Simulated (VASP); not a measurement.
# MoS2 in VASP: further runs

Runs on MoS2. Level: PBE+D3(BJ). Tasks: single point.

Everything below comes from runs of VASP 6.6.1. Logs are shortened: lines on timing, memory, paths and dates and some standing lists are left out, and cuts for length are marked.

## (1) The slab as given

The cell holds a slab with vacuum, 9 atoms: a = 3.149 Å, b = 3.149 Å, c = 56.443 Å, α = 90.00°, β = 90.00°, γ = 120.00°.

## (2) Single point, PBE+D3(BJ) (cell and atoms relaxed tightly for the modes)

File INCAR:

```
PREC = Accurate ; ENCUT = 520
EDIFF = 1E-6 ; ISMEAR = 0
SIGMA = 0.01 ; LREAL = False
LASPH = True ; NELM = 100
ALGO = Fast ; ISIF = 2
LWAVE = False ; LCHARG = True
LDIPOL = True ; IDIPOL = 3
DIPOL = 0.5 0.5 0.500 ; GGA = PE
IVDW = 12 ; LELF = True
LVHAR = True ; LVACPOTAV = True
NBANDS = 49
```

File KPOINTS:

```
regular mesh
0
Gamma
  12 12 1
```

File POSCAR:

```
MoS2
1.0
    3.1509282383      0.0000000000      0.0000000000
   -1.5754641192      2.7287838999      0.0000000000
    0.0000000000      0.0000000000     56.4427219317
S Mo
6 3
Direct
    0.3333333333      0.6666666667      0.3649792843
    0.3333333333      0.6666666667      0.4205058799
    0.6666666667      0.3333333333      0.4722648417
    0.6666666667      0.3333333333      0.5277351583
    0.3333333333      0.6666666667      0.5794941201
    0.3333333333      0.6666666667      0.6350207157
    0.6666666667      0.3333333333      0.3927568475
    0.3333333333      0.6666666667      0.5000000000
    0.6666666667      0.3333333333      0.6072431525
```

Potentials or basis: VASP PAW PBE potentials, release 64 (S, Mo_sv).

Started as:

```sh
> cat potpaw_PBE.64/S/POTCAR potpaw_PBE.64/Mo_sv/POTCAR > POTCAR
> mpirun -np 1 vasp_std > vasp.out
```

OUTCAR:

```text
PREC = Accurate
   ENCUT = 520
   EDIFF = 1E-6
   ISMEAR = 0
   LREAL = False
   LASPH = True
   NELM = 100
   ISIF = 2
   GGA = PE
   IVDW = 12
 IVDW          = 12

 ion  position               nearest neighbor table
   1  0.333  0.667  0.365-   7 2.40   7 2.40   7 2.40
   2  0.333  0.667  0.421-   7 2.40   7 2.40   7 2.40
   3  0.667  0.333  0.472-   8 2.40   8 2.40   8 2.40
   4  0.667  0.333  0.528-   8 2.40   8 2.40   8 2.40
   5  0.333  0.667  0.579-   9 2.40   9 2.40   9 2.40
   6  0.333  0.667  0.635-   9 2.40   9 2.40   9 2.40
   7  0.667  0.333  0.393-   2 2.40   2 2.40   2 2.40   1 2.40   1 2.40   1 2.40
   8  0.333  0.667  0.500-   3 2.40   4 2.40   3 2.40   4 2.40   3 2.40   4 2.40
   9  0.667  0.333  0.607-   5 2.40   5 2.40   5 2.40   6 2.40   6 2.40   6 2.40

  LATTYP: Found a hexagonal cell.
 ALAT       =     3.1509282383
 C/A-ratio  =    17.9130458275

  Lattice vectors:

 A1 = (   3.1509282383,   0.0000000000,   0.0000000000)
 A2 = (  -1.5754641192,   2.7287838999,   0.0000000000)
 A3 = (   0.0000000000,   0.0000000000,  56.4427219317)

Analysis of symmetry for initial positions (statically):
=====================================================================
 Subroutine PRICEL returns:
 Original cell was already a primitive cell.

 Routine SETGRP: Setting up the symmetry group for a
 hexagonal supercell.

 Subroutine GETGRP returns: Found 12 space group operations
 (whereof 12 operations were pure point group operations)
 out of a pool of 24 trial point group operations.

The static configuration has the point symmetry D_3h.

Analysis of symmetry for dynamics (positions and initial velocities):
=====================================================================
 Subroutine PRICEL returns:
 Original cell was already a primitive cell.

 Routine SETGRP: Setting up the symmetry group for a
 hexagonal supercell.

 Subroutine GETGRP returns: Found 12 space group operations
 (whereof 12 operations were pure point group operations)
 out of a pool of 24 trial point group operations.

The dynamic configuration has the point symmetry D_3h.

 Subroutine INISYM returns: Found 12 space group operations
 (whereof 12 operations are pure point group operations),
 and found     1 'primitive' translations

----------------------------------------------------------------------------------------

                                     Primitive cell

  volume of cell :     485.3059

  direct lattice vectors                    reciprocal lattice vectors
     3.150928238  0.000000000  0.000000000     0.317366796  0.183231805  0.000000000
[... 114 lines left out ...]
     AMIX_MAG =   1.60;   BMIX_MAG =  1.00
  volume/ion in A,a.u.               =      53.92       363.89
  Fermi-wavevector in a.u.,A,eV,Ry     =   0.890091  1.682028 10.779383  0.792262
  Thomas-Fermi vector in A             =   2.011737
   LORBIT       =      0    0 simple, 1 ext, 2 COOP (PROOUT), +10 PAW based schemes
   GGA     = PE    functional components
   LHFCALC =     F    Hartree Fock is set to
   AEXX    =    0.0000 exact exchange contribution
   IVDW    =    12    specifies the selected vdW correction
   LEPSILON=     F    determine dielectric tensor
   LRPA    =     F    only Hartree local field effects (RPA)
 non-spin polarized calculation
 RMM-DIIS sequential band-by-band and
 Gauss-broadening in eV      SIGMA  =   0.01
  energy-cutoff  :      520.00
  volume of cell :      485.31
 maximum number of plane-waves:     13128
 NGX is ok and might be reduce to    24
   NGX = 11   NGY = 11   NGZ =209

 dipolmoment           0.000000      0.000000      0.000000 electrons x Angstroem

 number of electron      78.0000003 magnetization

 dipolmoment           0.000000      0.000000     -0.000000 electrons x Angstroem

 Free energy of the ion-electron system (eV)
  ---------------------------------------------------
  ext. energy  EPLUGINS =         0.00000000
  ---------------------------------------------------
  free energy    TOTEN  =       -65.39320951 eV

  energy without entropy =      -65.39320951  energy(sigma->0) =      -65.39320951

 E-fermi :  -1.0025     XC(G=0):  -3.7515

 val. band max:       -1.0749914160   @ k =   0.0000   0.0000   0.0000
 cond. band min:      -0.0547940119   @ k =   0.1667   0.1667   0.0000
 fundamental gap:      1.0201974041
 Fermi energy:        -1.0024558156

 k-point     1 :       0.0000    0.0000    0.0000
  band No.  band energies     occupation
      1     -62.5115      2.00000
      2     -62.5091      2.00000
      3     -62.5091      2.00000
      4     -36.6741      2.00000
      5     -36.6713      2.00000
      6     -36.6713      2.00000
[... 977 lines left out ...]
     48       1.9351      0.00000
     49       3.3088      0.00000

------------------------ aborting loop because EDIFF is reached ----------------------------------------

 vacuum level on the upper side and lower side of the slab       (xc-potential included)        -0.097        -0.097

 Edisp (eV)   -3.56124

 E8    (eV) :    -1.4701

  FORCE on cell =-STRESS in cart. coord.  units (eV):
  Direction    XX          YY          ZZ          XY          YZ          ZX
  --------------------------------------------------------------------------------------
  -------------------------------------------------------------------------------------
  Total      -0.11368    -0.11368    -0.17059     0.00000     0.00000    -0.00000
  in kB      -0.37531    -0.37531    -0.56317     0.00000     0.00000    -0.00000
  external pressure =       -0.44 kB  Pullay stress =        0.00 kB

 VOLUME and BASIS-vectors are now :
 -----------------------------------------------------------------------------
  energy-cutoff  :      520.00
  volume of cell :      485.31
      direct lattice vectors                 reciprocal lattice vectors
     3.150928238  0.000000000  0.000000000     0.317366796  0.183231805  0.000000000
    -1.575464119  2.728783900  0.000000000     0.000000000  0.366463610  0.000000000
     0.000000000  0.000000000 56.442721932     0.000000000  0.000000000  0.017717076

 POSITION                                       TOTAL-FORCE (eV/Angst)
 -----------------------------------------------------------------------------------
     -0.00000      1.81919     20.60042         0.000000     -0.000000      0.012414
     -0.00000      1.81919     23.73450         0.000000     -0.000000     -0.012950
      1.57546      0.90959     26.65591         0.000000     -0.000000      0.012946
      1.57546      0.90959     29.78681         0.000000     -0.000000     -0.012946
     -0.00000      1.81919     32.70823         0.000000     -0.000000      0.012950
     -0.00000      1.81919     35.84230         0.000000     -0.000000     -0.012414
      1.57546      0.90959     22.16827        -0.000000     -0.000000     -0.000995
     -0.00000      1.81919     28.22136        -0.000000      0.000000      0.000000
      1.57546      0.90959     34.27446         0.000000     -0.000000      0.000995
 -----------------------------------------------------------------------------------
    total drift:                               -0.000000      0.000000      0.000000

  FREE ENERGIE OF THE ION-ELECTRON SYSTEM (eV)
  ---------------------------------------------------
  free  energy   TOTEN  =       -68.9544466136 eV

  energy  without entropy=      -68.9544466136  energy(sigma->0) =      -68.95444661

 vacuum level on the upper side and lower side of the slab         4.213         4.213
```

stdout:

```text
POSCAR found type information on POSCAR S Mo
 POSCAR found :  2 types and       9 ions
 scaLAPACK will be used
 LDA part: xc-table for (Slater+PW92), standard interpolation
 -----------------------------------------------------------------------------
|                                                                             |
|           W    W    AA    RRRRR   N    N  II  N    N   GGGG   !!!           |
|           W    W   A  A   R    R  NN   N  II  NN   N  G    G  !!!           |
|           W    W  A    A  R    R  N N  N  II  N N  N  G       !!!           |
|           W WW W  AAAAAA  RRRRR   N  N N  II  N  N N  G  GGG   !            |
|           WW  WW  A    A  R   R   N   NN  II  N   NN  G    G                |
|           W    W  A    A  R    R  N    N  II  N    N   GGGG   !!!           |
|                                                                             |
|     One of the lattice vectors is very long (>50 A), but AMIN is rather     |
|     large. This can spoil convergence since charge sloshing might occur     |
|     along the long lattice vector. If problems with convergence are         |
|     observed, try to decrease AMIN to a smaller value (e.g. 0.01).          |
|     Note: This warning only applies if the self-consistency cycle is        |
|     used.                                                                   |
|                                                                             |
 -----------------------------------------------------------------------------

 POSCAR, INCAR and KPOINTS ok, starting setup
 FFT: planning ... GRIDC
 FFT: planning ... GRID_SOFT
 FFT: planning ... GRID
 WAVECAR not read
 entering main loop
```

Wall time 11 min (1 thread of AMD EPYC 9R45 (Zen 5), shared host); peak memory 0.7 GiB.

What came out:

```
Free energy                            : -68.9544 eV
Largest force                          : 0.013 eV/Å
Band gap on the k mesh                 : 1.02 eV, indirect (least direct gap 1.73 eV)
Dispersion energy per atom             : -0.396 eV
Ionisation potential of the upper face : 5.29 eV
```

Forces in eV/Å, atoms in the order of the input:
```
S    0.000  0.000  0.012
S    0.000  0.000 -0.013
S    0.000  0.000  0.013
S    0.000  0.000 -0.013
S    0.000  0.000  0.013
S    0.000  0.000 -0.012
Mo   0.000  0.000 -0.001
Mo   0.000  0.000  0.000
Mo   0.000  0.000  0.001
```

Levels at points of the mesh, in eV from the valence-band top:
```tsv
k point	band 35	band 36	band 37	band 38	band 39	band 40	band 41	band 42	band 43	band 44
(0.00, 0.00, 0.00)	-2.04	-1.65	-0.96	-0.33	0.00	2.20	2.21	2.22	2.23	2.24
(0.50, 0.00, 0.00)	-1.52	-1.45	-1.34	-1.27	-1.23	1.73	1.75	1.77	2.15	2.26
```

## (3) Single point, PBE+D3(BJ) (cell and atoms relaxed tightly for the modes)

File INCAR:

```
PREC = Accurate
ENCUT = 520
EDIFF = 1E-6
ISMEAR = 0
SIGMA = 0.01
LREAL = False
LASPH = True
NELM = 100
ALGO = Fast
ISIF = 2
LWAVE = False
LCHARG = False
LDIPOL = True
IDIPOL = 3
DIPOL = 0.5 0.5 0.500
GGA = PE
IVDW = 12
NBANDS = 49
```

File KPOINTS:

```
Automatic mesh
0
Gamma
  12 12 1
```

File POSCAR:

```
MoS2
1.0
    3.1509023773      0.0000000000      0.0000000000
   -1.5754511887      2.7287615036      0.0000000000
    0.0000000000      0.0000000000     56.4427219317
S Mo
6 3
Direct
    0.3333333333      0.6666666667      0.3649873176
    0.3333333333      0.6666666667      0.4205180818
    0.6666666667      0.3333333333      0.4722649672
    0.6666666667      0.3333333333      0.5277350328
    0.3333333333      0.6666666667      0.5794819182
    0.3333333333      0.6666666667      0.6350126824
    0.6666666667      0.3333333333      0.3927672078
    0.3333333333      0.6666666667      0.5000000000
    0.6666666667      0.3333333333      0.6072327922
```

Potentials or basis: VASP PAW PBE potentials, release 64 (S, Mo_sv).

Started as:

```sh
> cat potpaw_PBE.64/S/POTCAR potpaw_PBE.64/Mo_sv/POTCAR > POTCAR
> mpirun -np 1 vasp_std > vasp.out
```

It took 10 min on 1 thread of AMD EPYC 9R45 (Zen 5), shared host; peak memory 0.7 GiB.

It converged, with:

* Free energy: -68.9544 eV
* Largest force: 0.015 eV/Å
* Band gap on the k mesh: 1.02 eV, indirect (least direct gap 1.72 eV)
* Dispersion energy per atom: -0.396 eV

Forces on the atoms (eV/Å):
```
S    0.000  0.000  0.015
S    0.000  0.000 -0.015
S    0.000  0.000  0.013
S    0.000  0.000 -0.013
S    0.000  0.000  0.015
S    0.000  0.000 -0.015
Mo   0.000  0.000 -0.002
Mo   0.000  0.000  0.000
Mo   0.000  0.000  0.002
```

Levels at points of the mesh, in eV from the valence-band top:
| k point | band 36 | band 37 | band 38 | band 39 | band 40 | band 41 | band 42 | band 43 |
| --- | --- | --- | --- | --- | --- | --- | --- | --- |
| (0.00, 0.00, 0.00) | -1.65 | -0.96 | -0.33 | 0.00 | 2.20 | 2.21 | 2.22 | 2.23 |
| (0.50, 0.00, 0.00) | -1.45 | -1.34 | -1.27 | -1.23 | 1.73 | 1.75 | 1.77 | 2.15 |

## (4) Single point, PBE+D3(BJ)

File INCAR:

```
PREC     = Accurate       # precision mode
ENCUT    = 520            # plane-wave cutoff, eV
EDIFF    = 1E-6           # SCF threshold, eV
ISMEAR   = 0              # smearing method
SIGMA    = 0.1            # smearing width, eV
LREAL    = False          # projectors in reciprocal space
LASPH    = True           # aspherical terms in the spheres
NELM     = 100            # most SCF steps
ALGO     = Fast           # electronic algorithm
ISIF     = 2              # what is computed and relaxed
LWAVE    = False          # write WAVECAR
LCHARG   = False          # write CHGCAR
LDIPOL   = True         
IDIPOL   = 3            
DIPOL    = 0.5 0.5 0.500
GGA      = PE             # functional
IVDW     = 12             # dispersion correction
NBANDS   = 49             # bands
```

File KPOINTS:

```
regular mesh
0
Gamma
  6 6 1
```

File POSCAR:

```
MoS2
1.0
    3.1491697232      0.0000000000      0.0000000000
   -1.5745848616      2.7272609811      0.0000000000
    0.0000000000      0.0000000000     56.4427219317
S Mo
6 3
Direct
    0.3333333333      0.6666666667      0.3651609947
    0.3333333333      0.6666666667      0.4206421834
    0.6666666667      0.3333333333      0.4722594056
    0.6666666667      0.3333333333      0.5277405944
    0.3333333333      0.6666666667      0.5793578166
    0.3333333333      0.6666666667      0.6348390053
    0.6666666667      0.3333333333      0.3929015891
    0.3333333333      0.6666666667      0.5000000000
    0.6666666667      0.3333333333      0.6070984109
```

Started as:

```sh
> cat potpaw_PBE.64/S/POTCAR potpaw_PBE.64/Mo_sv/POTCAR > POTCAR
> mpirun -np 1 vasp_std > vasp.out
```

Run time: 3.9 min. Hardware: 1 thread of AMD EPYC 9R45 (Zen 5), shared host; peak memory 0.56 GiB.

It converged, with:

```yaml
Free_energy: -68.9531 eV
Largest_force: 0.038 eV/Å
Band_gap_on_the_k_mesh: 1.02 eV, indirect (least direct gap 1.73 eV)
Dispersion_energy_per_atom: -0.397 eV
```

Forces in eV/Å, atoms in the order of the input:
```
S    0.000  0.000 -0.038
S    0.000  0.000  0.011
S    0.000  0.000  0.008
S    0.000  0.000 -0.008
S    0.000  0.000 -0.011
S    0.000  0.000  0.038
Mo   0.000  0.000  0.023
Mo   0.000  0.000  0.000
Mo   0.000  0.000 -0.023
```

Levels at points of the mesh, in eV from the valence-band top:
| k point | band 35 | band 36 | band 37 | band 38 | band 39 | band 40 | band 41 | band 42 | band 43 | band 44 |
| --- | --- | --- | --- | --- | --- | --- | --- | --- | --- | --- |
| (0.00, 0.00, 0.00) | -2.05 | -1.65 | -0.96 | -0.33 | 0.00 | 2.20 | 2.20 | 2.22 | 2.23 | 2.24 |
| (0.50, 0.00, 0.00) | -1.53 | -1.45 | -1.34 | -1.28 | -1.24 | 1.73 | 1.76 | 1.77 | 2.15 | 2.27 |
